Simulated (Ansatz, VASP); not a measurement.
# One calculation of SrCl2, two programs

```
CELL_PARAMETERS angstrom
4.91951 0.00000 0.00000
-2.45975 4.26042 0.00000
0.00000 0.00000 23.02514
ATOMIC_POSITIONS crystal
Cl 0.00000 0.00000 0.36916
Cl 0.33333 0.66667 0.45639
Cl 0.66667 0.33333 0.54230
Cl 0.00000 0.00000 0.63438
Sr 0.66667 0.33333 0.41277
Sr 0.33333 0.66667 0.58597
```

Alike in both runs: functional PBE; dispersion D3(BJ); k mesh 6 × 6 × 1; occupations gaussian, width 0.05 eV; no spin polarisation.

Ansatz relaxed the structure, and its values are those at the end. VASP's run is a single point on that final structure, the one shown.

|  | VASP | Ansatz |
| --- | --- | --- |
| version | VASP 6.6.1 | Ansatz 0.2.0 |
| potentials or method | VASP PAW PBE potentials, release 64 (Cl, Sr_sv) | scalar-relativistic, plane waves, PAW |
| plane-wave cutoff (eV) | 520 | 420 |
| valence electrons in the cell | 48 | 48 |

```csv
,VASP,Ansatz,Ansatz less VASP
gap on the k mesh at the Fermi level (eV),5.18,5.19,+0.002
least direct gap on the mesh (eV),5.45,5.45,+0.002
rms of the force components (eV/Å),0.071,0.070,-0.0007
```
